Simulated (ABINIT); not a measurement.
The system is PtS2.

```
Pt S
1.0
     3.54320    0.00000    0.00000
    -1.77160    3.06850    0.00000
     0.00000    0.00000    5.03880
Pt S
1 2
Direct
  0.00000 0.00000 0.00000
  0.66667 0.33333 0.77300
  0.33333 0.66667 0.22700
```

Base run:

```yaml
Program: ABINIT 10.8.3 (patched build)
Functional: WC
Potentials_or_basis: JTH PAW PBE v2.0
Cutoff: 544 eV
k_mesh: 9 × 9 × 5
Occupations: fermi-dirac, width 0.05 eV
Spin: no spin polarisation
```

Its results: band gap on the k mesh 0.92 eV, indirect (least direct gap 0.96 eV); pressure 8.0 GPa; largest force 1.174 eV/Å.

Question: After a change of settings the same cell gave: band gap on the k mesh 1.04 eV, indirect (least direct gap 1.08 eV); pressure 15.0 GPa; largest force 1.430 eV/Å. Which change was it?
A. functional from WC to RPBE
B. functional from WC to rPW86PBE
C. functional from WC to PBEsol; k mesh from 9 × 9 × 5 to 12 × 12 × 6
D. functional from WC to PBEsol

Answer: A.

RPBE binds less tightly than WC, so the same cell stands under more pressure.

Caveats: spin-orbit coupling is left out, which moves the levels of the heavy elements; the PAW data sets were made with another functional, which shifts forces and pressure a little (some runs); so large a pressure means that the cell lies far from this level's equilibrium, or that cutoff or potentials fall short (some runs); the potentials were made for another functional, which shifts forces and pressure (some runs).

Runs at the PBE level aren't shown here.
